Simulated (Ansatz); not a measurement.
The system is SnSe2.

```xyz
3
Lattice="3.8110 0.0000 0.0000 -1.9055 3.3004 0.0000 0.0000 0.0000 6.1360" Properties=species:S:1:pos:R:3 pbc="T T T"
Sn    0.0000    0.0000    0.0000
Se    1.9055    1.1001    4.6081
Se    0.0000    2.2003    1.5279
```

```yaml
Program: Ansatz 0.2.0
Task: relaxation of cell and atoms
Functional: BLYP
Dispersion: D4
Potentials_or_basis: Ansatz PAW
Cutoff: "420 eV (not typed: the program's choice for these potentials)"
k_mesh: 8 × 8 × 5
Occupations: fermi-dirac, width 0.05 eV
Spin: no spin polarisation
```

At the start: volume 25.73 Å³/atom.

Question: Where does the relaxation end?

Answer: It ends after 7 steps and the volume is 25.79 Å³/atom (+0.2 %); space group P-3m1 (No. 164, to 0.05 Å).

The path:
| step | energy change (eV) | largest force (eV/Å) | volume (Å³) |
| --- | --- | --- | --- |
| 1 | 0.0000 | 1.0780 | 77.18 |
| 2 | -0.0061 | 0.8831 | 79.49 |
| 3 | -0.1292 | 0.0987 | 79.85 |
| 4 | -0.1391 | 0.0276 | 77.03 |
| 5 | -0.1393 | 0.0057 | 77.40 |
| 6 | -0.1394 | 0.0014 | 77.37 |
| 7 | -0.1395 | 0.0012 | 77.37 |

Final structure:
```
Sn Se
1.0
     3.90385    0.00000    0.00000
    -1.95192    3.38083    0.00000
     0.00000    0.00000    5.86217
Sn Se
1 2
Direct
  0.00000 0.00000 0.00000
  0.66667 0.33333 0.72798
  0.33333 0.66667 0.27202
```

Caveat: the plane-wave basis is chosen anew once the cell has moved, so the energies of steps on either side of that aren't comparable; the PAW data sets come from PBE, with cores solved anew for the run's functional, which leaves a small shift of forces and pressure.
